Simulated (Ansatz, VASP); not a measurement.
**Mn in VASP and in Ansatz**

```
CELL_PARAMETERS angstrom
0.00000 2.31616 2.31616
2.31616 0.00000 2.31616
2.31616 2.31616 0.00000
ATOMIC_POSITIONS crystal
Mn 0.00000 0.00000 0.00000
Mn 0.50000 0.50000 0.50000
```

Alike in both runs: functional PBEsol; k mesh 12 × 12 × 12; occupations fermi-dirac, width 0.05 eV; collinear spin.

Ansatz relaxed the structure, and its values are those at the end. VASP's run is a single point on that final structure, the one shown.

|  | VASP | Ansatz |
| --- | --- | --- |
| version | VASP 6.6.1 | Ansatz 0.2.0 |
| potentials or method | VASP PAW PBE potentials, release 64 (Mn_pv) | plane waves (420 eV) with PAW, scalar-relativistic |
| plane-wave cutoff (eV) | 520 | 420 |
| valence electrons in the cell | 26 | 30 |

```tsv
	VASP	Ansatz	Ansatz less VASP
pressure (GPa)	0.3	0.0	-0.29
net moment per atom (μB)	0.00	0.00	0.000
size of the moment on the site where the two differ most (μB)	2.04	1.92	-0.123
```

Site moments also hang on the region over which each program counts them. The two sets of potentials don't hold the same shells in valence. Ansatz warned: «pseudo_functional_mismatch».

Caveats: the PAW data sets were made with another functional, which shifts forces and pressure a little (VASP).
